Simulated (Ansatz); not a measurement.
# Silicon, simple cubic under BLYP: ground state and equation of state, part 2 of 2

The plan for silicon in the simple cubic structure: relax it, solve it on a dense k-mesh, then scale the cell to 7 volumes from 88 to 112 % of the relaxed one and try a fit of the equation of state. Spin polarisation is left out. The k-meshes are 12×12×12 for the relaxation; 20×20×20 for the dense run; 14×14×14 for the volumes.

Ansatz 0.2.0; DFT, BLYP, plane waves (420 eV) with PAW, scalar-relativistic. Earlier steps stand in the parts before.

## 6. Volume × 0.96

This is Si in the simple cubic structure; at room conditions it is diamond.

input.yaml

```yaml
crystal:
  lattice:
    - [2.5545197484, 0.0, 0.0]
    - [0.0, 2.5545197484, 0.0]
    - [0.0, 0.0, 2.5545197484]
  atoms:
    - { symbol: Si, position: [0.0, 0.0, 0.0] }
hamiltonian:
  xc: blyp
  pseudopotentials:
    kind: paw
    azcp:
      Si: "pseudopotentials/Si.paw.azcp"
basis:
  ecutwfc: 420
  fft_grid_basis: typed
kpoints:
  mp_grid: { grid: [14, 14, 14], shift: [0, 0, 0] }
magnetization:
  spin_polarized: false
scf:
  occupations: { method: fermi_dirac, width: 0.1 }
  lower_state_search: "off"
output:
  stress: true
```

Output, cut to the lines that bear on the results:

```text
Warning: RAYON_NUM_THREADS=2 ignored (pool sized by the plan → 2); use --threads N
[...]
Pseudopotentials: kind: paw
Pseudopotential: Si, paw, valence charge 4, recommended cutoff 420 eV (normal), <dir>
Functional definition: BLYP
[...]
Crystal: 1 atoms, lattice volume = 16.670 Å³
Basis set: ecut = 420 eV, 341 PW (Γ), exchange–correlation on 36×36×36 points (8 copies of the dense FFT grid, shifted against one another)
Bands: 6, of which v1, the nominal top of the filled ones, is band 2 counted from 1 (1 counted from 0)
Symmetry: 48 space group operations
Space group: Pm-3m (ITA 221), of the structure as read, at distance tolerance 2.6e-5 Å
k-points: 120 of 2744
[...]
SCF iter   1: F=—  HF=-638.884966 eV  |F-HF|=—  |Δ(HF+E_count)|=         —  Δρ=7.96e-3  dr2=1.33e-2  ethr=1.77e-3  ⟨swp⟩=5.3  Hψ=6862  notcnv=0
[...]
SCF iter   6: F=-638.879799 eV  HF=-638.879799 eV  |F-HF|=3.41e-13  |Δ(HF+E_count)|=  4.62e-10  Δρ=4.65e-8  dr2=2.93e-13  ethr=1.32e-11  ⟨swp⟩=1.0  Hψ=2055  notcnv=0
[...]
SCF converged after 6 iterations
Free energy (F): -638.879799 eV
[...]
E sigma→0 (E₀):  -638.873271 eV
Entropy (-TS):   -0.013057 eV (-13.057 meV/atom)
Fermi energy:    8.851552 eV
[...]
--- Stress (GPa, compression-positive) ---
        3.754730       0.000000       0.000000
       -0.000000       3.754730       0.000000
        0.000000      -0.000000       3.754730
  P = ⅓ Tr σ = 3.7547 GPa (37.547 kbar)
```

Run time: 0.52 s. Hardware: 2 threads of an Arm CPU, shared host; peak memory 0.25 GiB.

## 7. Volume × 1.0

Changes to input.yaml since step 6:

```diff
@@ -2,5 +2,5 @@
   lattice:
-    - [2.5545197484, 0.0, 0.0]
-    - [0.0, 2.5545197484, 0.0]
-    - [0.0, 0.0, 2.5545197484]
+    - [2.5895175186, 0.0, 0.0]
+    - [0.0, 2.5895175186, 0.0]
+    - [0.0, 0.0, 2.5895175186]
   atoms:
@@ -25 +25,5 @@
   stress: true
+  write_density: true
+  write_potential: true
+  elf: true
+  volumetric_format: npy
```

Output, cut to the lines that bear on the results:

```text
Warning: RAYON_NUM_THREADS=2 ignored (pool sized by the plan → 2); use --threads N
[...]
Pseudopotentials: kind: paw
Pseudopotential: Si, paw, valence charge 4, recommended cutoff 420 eV (normal), <dir>
Functional definition: BLYP
[...]
Crystal: 1 atoms, lattice volume = 17.364 Å³
Basis set: ecut = 420 eV, 341 PW (Γ), exchange–correlation on 36×36×36 points (8 copies of the dense FFT grid, shifted against one another)
Bands: 6, of which v1, the nominal top of the filled ones, is band 2 counted from 1 (1 counted from 0)
Symmetry: 48 space group operations
Space group: Pm-3m (ITA 221), of the structure as read, at distance tolerance 2.6e-5 Å
k-points: 120 of 2744
[...]
SCF iter   1: F=—  HF=-638.893417 eV  |F-HF|=—  |Δ(HF+E_count)|=         —  Δρ=7.80e-3  dr2=1.36e-2  ethr=1.77e-3  ⟨swp⟩=5.2  Hψ=6823  notcnv=0
[...]
SCF iter   6: F=-638.888187 eV  HF=-638.888187 eV  |F-HF|=4.55e-13  |Δ(HF+E_count)|=  2.85e-10  Δρ=8.27e-8  dr2=1.30e-12  ethr=3.40e-11  ⟨swp⟩=4.2  Hψ=2914  notcnv=0
[...]
SCF converged after 6 iterations
Free energy (F): -638.888187 eV
[...]
E sigma→0 (E₀):  -638.881370 eV
Entropy (-TS):   -0.013634 eV (-13.634 meV/atom)
Fermi energy:    8.339018 eV
[...]
--- Stress (GPa, compression-positive) ---
        0.248537       0.000000       0.000000
        0.000000       0.248537       0.000000
        0.000000       0.000000       0.248537
  P = ⅓ Tr σ = 0.2485 GPa (2.485 kbar)
--- Band table (eV; the first three rows and the last of 120) ---
  k-point 0: bands = ["-4.2152", "15.5197", "15.5197", "15.5197", "15.7721", "15.7721"]
[...]
```

Run time: 0.71 s. Hardware: 2 threads of an Arm CPU, shared host; peak memory 0.26 GiB.

## 8. Volume × 1.04

Changes to input.yaml since step 7:

```diff
@@ -2,5 +2,5 @@
   lattice:
-    - [2.5895175186, 0.0, 0.0]
-    - [0.0, 2.5895175186, 0.0]
-    - [0.0, 0.0, 2.5895175186]
+    - [2.6235940253, 0.0, 0.0]
+    - [0.0, 2.6235940253, 0.0]
+    - [0.0, 0.0, 2.6235940253]
   atoms:
```

Output, cut to the lines that bear on the results:

```text
Warning: RAYON_NUM_THREADS=2 ignored (pool sized by the plan → 2); use --threads N
[...]
Pseudopotentials: kind: paw
Pseudopotential: Si, paw, valence charge 4, recommended cutoff 420 eV (normal), <dir>
Functional definition: BLYP
[...]
Crystal: 1 atoms, lattice volume = 18.059 Å³
Basis set: ecut = 420 eV, 365 PW (Γ), exchange–correlation on 36×36×36 points (8 copies of the dense FFT grid, shifted against one another)
Bands: 6, of which v1, the nominal top of the filled ones, is band 2 counted from 1 (1 counted from 0)
Symmetry: 48 space group operations
Space group: Pm-3m (ITA 221), of the structure as read, at distance tolerance 2.6e-5 Å
k-points: 120 of 2744
[...]
SCF iter   1: F=—  HF=-638.888381 eV  |F-HF|=—  |Δ(HF+E_count)|=         —  Δρ=7.69e-3  dr2=1.39e-2  ethr=1.77e-3  ⟨swp⟩=5.2  Hψ=6844  notcnv=0
[...]
SCF iter   6: F=-638.883000 eV  HF=-638.883000 eV  |F-HF|=2.05e-12  |Δ(HF+E_count)|=  9.33e-10  Δρ=1.68e-7  dr2=7.04e-12  ethr=1.06e-10  ⟨swp⟩=4.3  Hψ=2978  notcnv=0
[...]
SCF converged after 6 iterations
Free energy (F): -638.883000 eV
[...]
E sigma→0 (E₀):  -638.875896 eV
Entropy (-TS):   -0.014209 eV (-14.209 meV/atom)
Fermi energy:    7.865267 eV
[...]
--- Stress (GPa, compression-positive) ---
       -2.535467      -0.000000       0.000000
       -0.000000      -2.535467       0.000000
        0.000000      -0.000000      -2.535467
  P = ⅓ Tr σ = -2.5355 GPa (-25.355 kbar)
--- Band table (eV; the first three rows and the last of 120) ---
  k-point 0: bands = ["-4.3733", "14.8078", "14.8078", "14.8078", "15.2996", "15.2996"]
[...]
```

It took 0.72 s on 2 threads of an Arm CPU, shared host; peak memory 0.26 GiB.

## 9. Volume × 1.08

Changes to input.yaml since step 8:

```diff
@@ -2,5 +2,5 @@
   lattice:
-    - [2.6235940253, 0.0, 0.0]
-    - [0.0, 2.6235940253, 0.0]
-    - [0.0, 0.0, 2.6235940253]
+    - [2.6568076021, 0.0, 0.0]
+    - [0.0, 2.6568076021, 0.0]
+    - [0.0, 0.0, 2.6568076021]
   atoms:
@@ -25,5 +25 @@
   stress: true
-  write_density: true
-  write_potential: true
-  elf: true
-  volumetric_format: npy
```

Output, cut to the lines that bear on the results:

```text
Warning: RAYON_NUM_THREADS=2 ignored (pool sized by the plan → 2); use --threads N
[...]
Pseudopotentials: kind: paw
Pseudopotential: Si, paw, valence charge 4, recommended cutoff 420 eV (normal), <dir>
Functional definition: BLYP
[...]
Crystal: 1 atoms, lattice volume = 18.753 Å³
Basis set: ecut = 420 eV, 365 PW (Γ), exchange–correlation on 36×36×36 points (8 copies of the dense FFT grid, shifted against one another)
Bands: 6, of which v1, the nominal top of the filled ones, is band 2 counted from 1 (1 counted from 0)
Symmetry: 48 space group operations
Space group: Pm-3m (ITA 221), of the structure as read, at distance tolerance 2.7e-5 Å
k-points: 120 of 2744
[...]
SCF iter   1: F=—  HF=-638.872588 eV  |F-HF|=—  |Δ(HF+E_count)|=         —  Δρ=7.59e-3  dr2=1.43e-2  ethr=1.77e-3  ⟨swp⟩=5.3  Hψ=6844  notcnv=0
[...]
SCF iter   6: F=-638.867034 eV  HF=-638.867034 eV  |F-HF|=9.66e-12  |Δ(HF+E_count)|=   3.12e-9  Δρ=2.84e-7  dr2=2.23e-11  ethr=2.24e-10  ⟨swp⟩=1.2  Hψ=2067  notcnv=0
[...]
SCF converged after 6 iterations
Free energy (F): -638.867034 eV
[...]
E sigma→0 (E₀):  -638.859635 eV
Entropy (-TS):   -0.014799 eV (-14.799 meV/atom)
Fermi energy:    7.425931 eV
[...]
--- Stress (GPa, compression-positive) ---
       -4.743024       0.000000       0.000000
        0.000000      -4.743024       0.000000
        0.000000       0.000000      -4.743024
  P = ⅓ Tr σ = -4.7430 GPa (-47.430 kbar)
```

Wall time 0.53 s (2 threads of an Arm CPU, shared host); peak memory 0.25 GiB.

## 10. Volume × 1.12

Changes to input.yaml since step 9:

```diff
@@ -2,5 +2,5 @@
   lattice:
-    - [2.6568076021, 0.0, 0.0]
-    - [0.0, 2.6568076021, 0.0]
-    - [0.0, 0.0, 2.6568076021]
+    - [2.6892108884, 0.0, 0.0]
+    - [0.0, 2.6892108884, 0.0]
+    - [0.0, 0.0, 2.6892108884]
   atoms:
```

Output, cut to the lines that bear on the results:

```text
Warning: RAYON_NUM_THREADS=2 ignored (pool sized by the plan → 2); use --threads N
[...]
Pseudopotentials: kind: paw
Pseudopotential: Si, paw, valence charge 4, recommended cutoff 420 eV (normal), <dir>
Functional definition: BLYP
[...]
Crystal: 1 atoms, lattice volume = 19.448 Å³
Basis set: ecut = 420 eV, 389 PW (Γ), exchange–correlation on 36×36×36 points (8 copies of the dense FFT grid, shifted against one another)
Bands: 6, of which v1, the nominal top of the filled ones, is band 2 counted from 1 (1 counted from 0)
Symmetry: 48 space group operations
Space group: Pm-3m (ITA 221), of the structure as read, at distance tolerance 2.7e-5 Å
k-points: 120 of 2744
[...]
SCF iter   1: F=—  HF=-638.848289 eV  |F-HF|=—  |Δ(HF+E_count)|=         —  Δρ=7.51e-3  dr2=1.47e-2  ethr=1.77e-3  ⟨swp⟩=5.4  Hψ=6840  notcnv=0
[...]
SCF iter   6: F=-638.842546 eV  HF=-638.842546 eV  |F-HF|=2.06e-11  |Δ(HF+E_count)|=   4.95e-9  Δρ=3.80e-7  dr2=4.20e-11  ethr=3.21e-10  ⟨swp⟩=1.3  Hψ=2083  notcnv=0
[...]
SCF converged after 6 iterations
Free energy (F): -638.842546 eV
[...]
E sigma→0 (E₀):  -638.834835 eV
Entropy (-TS):   -0.015424 eV (-15.424 meV/atom)
Fermi energy:    7.017449 eV
[...]
--- Stress (GPa, compression-positive) ---
       -6.485206       0.000000       0.000000
       -0.000000      -6.485206      -0.000000
        0.000000       0.000000      -6.485206
  P = ⅓ Tr σ = -6.4852 GPa (-64.852 kbar)
```

Run time: 0.54 s. Hardware: 2 threads of an Arm CPU, shared host; peak memory 0.25 GiB.

## 11. Energy and pressure against volume

All volumes keep the relaxed shape and fractional coordinates.

| V (Å³/atom) | E − E₀ (meV/atom) | P from the stress (GPa) | P from the fit (GPa) |
| --- | --- | --- | --- |
| 15.281 | 80.0 | 13.69 | 13.67 |
| 15.975 | 33.3 | 8.16 | 8.10 |
| 16.670 | 8.1 | 3.75 | 3.68 |
| 17.364 | 0.0 | 0.25 | 0.18 |
| 18.059 | 5.5 | -2.54 | -2.60 |
| 18.753 | 21.8 | -4.74 | -4.81 |
| 19.448 | 46.6 | -6.49 | -6.57 |

A third-order Birch-Murnaghan fit gives V₀ = 17.406 Å³/atom, B₀ = 77 GPa and B₀′ = 4.7; it misses no point by more than 0.01 meV/atom.

The fit is made to E(σ → 0), while the stress belongs to the free energy F; that is one source of the offset between the two pressures.

## 12. What came out

The summary covers parts 1 to 2.

```
                      quantity                         value
space group (spins left aside)               Pm-3m (No. 221)
             conventional cell                   a = 2.590 Å
                        volume                17.364 Å³/atom
             shortest distance                       2.590 Å
               gap on the mesh  none (levels filled in part)
           relative to diamond                 +594 meV/atom
                   V₀, B₀, B₀′   17.406 Å³/atom, 77 GPa, 4.7
```

**Reading.** The relaxation enlarged the cell by 7.1 % in volume. It lies 594 meV/atom above the element's reference form at the same level (diamond, from a run of its own). No gap shows: it is a metal or semimetal at this level. The fitted modulus is 77 GPa. The symmetry was held, so the structure may be unstable against distortions that break it.
